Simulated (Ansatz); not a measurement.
# Cu: straining the crystal, uniaxial strain along c

The task here is to estimate one member of a computed series from the others.

Method: DFT PBEsol, scalar-relativistic, plane waves, PAW, in Ansatz 0.2.0.

2 further runs of the same task are left out: 2 set aside as unsound or not needed.

### The structure to begin with

It takes space group Fm-3m (No. 225, cubic). Conventional cell: a = 3.563 Å, b = 3.563 Å, c = 3.563 Å, α = 90.00°, β = 90.00°, γ = 90.00°. Cu (site symmetry m-3m) is surrounded by 12 Cu at 2.52 Å.

Structure file:

```cif
data_structure
_symmetry_space_group_name_H-M 'P 1'
_symmetry_Int_Tables_number 1
_cell_length_a 2.5197
_cell_length_b 2.5197
_cell_length_c 3.5634
_cell_angle_alpha 90.000
_cell_angle_beta 90.000
_cell_angle_gamma 90.000
_cell_volume 22.62
loop_
_atom_site_label
_atom_site_type_symbol
_atom_site_fract_x
_atom_site_fract_y
_atom_site_fract_z
_atom_site_occupancy
Cu1 Cu 0.00000 0.00000 0.00000 1
Cu2 Cu 0.50000 0.50000 0.50000 1
```

It goes back to an entry of the Materials Project.

The first run:

File input.yaml:

```yaml
crystal:
  lattice:
    - [1.7817061894, 1.7817061894, 0.0]
    - [-1.7817061894, 1.7817061894, 0.0]
    - [0.0, 0.0, 3.5634123788]
  atoms:
    - { symbol: Cu, position: [0.0, 0.0, 0.0] }
    - { symbol: Cu, position: [0.5, 0.5, 0.5] }
basis:
  ecutwfc: 420
kpoints:
  mp_grid: { grid: [20, 20, 14] }
hamiltonian:
  xc: pbesol
scf:
  occupations: { method: gaussian, width: 0.1 }
output:
  forces: true
  stress: true
  eigenvalues: true
```

Run with:

```
$ ansatz run input.yaml --threads 1 --pin off --max-ram 2560MiB --backend cpu --events-out ev --progress --plain --runs-dir out
```

Among the steps run: The unstrained reference; Strain -2.0 %; The cell strained by +2.0 %; At -4.0 %; The cell strained by +4.0 %; At -6.0 %; At +6.0 %.

One of the session's tables, all rows but one given; the rest of the session is left out.

```
strain (%)  ΔE (meV/atom)  a (Å)  b (Å)  c (Å)
      -6.0            9.0  2.591  2.591  3.350
      -4.0              ?      ?      ?      ?
      -2.0            0.9  2.542  2.542  3.492
      +0.0            0.0  2.520  2.520  3.563
      +2.0            1.7  2.501  2.501  3.635
      +4.0            6.3  2.483  2.483  3.706
      +6.0           13.6  2.466  2.466  3.777
```

Estimate the missing values for strain (%) = -4.0.

Worked estimate for «ΔE (meV/atom)». A straight line through the neighbours (-6.0, 9.0) and (-2.0, 0.9) gives 9.0 + (0.9 − 9.0) × (-4.0 + 6.0) / (-2.0 + 6.0) = 5.0; a parabola fitted to 3 rows on both sides gives 3.9.

The run gave: ΔE (meV/atom): 4.1; a (Å): 2.565; b (Å): 2.565; c (Å): 3.421. In «ΔE (meV/atom)» the line misses by +0.9 and the parabola by -0.2.

ΔE is over the unstrained cell. Stress in GPa, positive in compression, on the Cartesian axes of the input. 
